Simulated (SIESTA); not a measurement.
**NbAs under changes of volume**

One of the cells (17.395 Å³/atom); the others are scaled copies at fixed shape and fractional positions:

```
CELL_PARAMETERS angstrom
-1.72585 1.72585 5.84000
1.72585 -1.72585 5.84000
1.72585 1.72585 -5.84000
ATOMIC_POSITIONS crystal
Nb 0.50000 0.00000 0.50000
Nb 0.75000 0.75000 0.00000
As 0.91600 0.41600 0.50000
As 0.16600 0.16600 0.00000
```

- Program: SIESTA 5.4.2
- Functional: LDA
- Potentials or basis: PseudoDojo 0.4 standard (LDA files)
- Basis: DZP (energy shift 0.003 Ry; two zetas on semicore shells)
- Grid cutoff: 800 Ry
- Energy shift: 0.003 Ry
- k mesh: 11 × 11 × 11
- Occupations: fermi-dirac, width 0.05 eV
- Spin: no spin polarisation

```csv
volume (Å³/atom),energy over the lowest point (meV/atom),pressure (GPa),largest force (eV/Å)
16.351,20.65,9.2,0.418
16.699,5.69,4.7,0.388
17.047,0.00,0.7,0.360
17.395,2.62,-3.0,0.334
17.743,12.67,-6.2,0.310
18.091,?,?,?
18.438,51.99,-11.7,0.265
```

Question: What does the run at 18.091 Å³/atom give?

Answer: Energy over the lowest point 29.36 meV/atom; pressure -9.1 GPa; largest force 0.286 eV/Å.

Worked out: A Birch-Murnaghan fit of order 3 (a polynomial in V^(-2/3)) to the other rows has its minimum at 17.11 Å³/atom with B0 = V·E''(V) = 184 GPa and B' = 4.4 at fixed shape and positions, which overstates the stiffness. It gives 29.38 meV/atom at 18.091 Å³/atom, against the run's 29.36, and -dE/dV = -9.1 GPa, against -9.1.

Energies are extrapolated to zero smearing.

Caveats: the basis of atomic orbitals isn't converged, which shifts pressures, moduli and gaps.
